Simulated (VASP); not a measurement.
Here is a VASP 6.6.1 calculation.

File INCAR:

```
SYSTEM = GaN
ALGO = Fast
EDIFF = 1E-6
EDIFFG = -0.005
ENCUT = 600
GGA = PE
IBRION = 2
ISIF = 3
ISMEAR = -1
LASPH = .TRUE.
LCHARG = .FALSE.
LREAL = .FALSE.
LWAVE = .FALSE.
NELM = 100
NSW = 60
PREC = Accurate
SIGMA = 0.05
```

Contents of KPOINTS:

```
k-points
0
G
  10 10 5
  0 0 0
```

The input POSCAR:

```
GaN
1.0
    3.1800000000      0.0000000000      0.0000000000
   -1.5900000000      2.7539607840      0.0000000000
    0.0000000000      0.0000000000      5.1660000000
Ga N
2 2
Direct
    0.6666666667      0.3333333333      0.5000000000
    0.3333333333      0.6666666667      0.0000000000
    0.6666666667      0.3333333333      0.8750000000
    0.3333333333      0.6666666667      0.3750000000
```

Potentials or basis: VASP PAW PBE potentials, release 64 (Ga_d, N).

Command:

```sh
$ cat potpaw_PBE.64/Ga_d/POTCAR potpaw_PBE.64/N/POTCAR > POTCAR
$ mpirun -np 1 vasp_std > vasp.out
```

Question: What does it give for the space group after relaxing (to 0.05 Å)?

Answer: P6_3mc (No. 186).

Question: Estimate the band gap on the k mesh.

Answer: 1.71 eV, direct.

Step by step:
```tsv
step	energy change (eV)	largest force (eV/Å)	pressure (GPa)	volume (Å³)
1	0.0000	0.1347	7.20	45.24
2	-0.0114	0.0634	-5.28	48.65
3	-0.0402	0.0123	-0.05	47.03
4	-0.0402	0.0145	0.13	46.99
5	-0.0402	0.0022	0.12	46.99
6	-0.0402	0.0028	0.11	47.00
7	-0.0402	0.0022	0.12	47.00
8	-0.0402	0.0035	-0.10	47.06
9	-0.0403	0.0007	0.34	47.03
10	-0.0402	0.0032	-0.30	47.05
11	-0.0403	0.0008	0.06	47.04
12	-0.0403	0.0016	-0.03	47.04
```

As with any semilocal functional, this PBE gap is likely too small. PBE usually gives volumes a little too large and moduli too small.
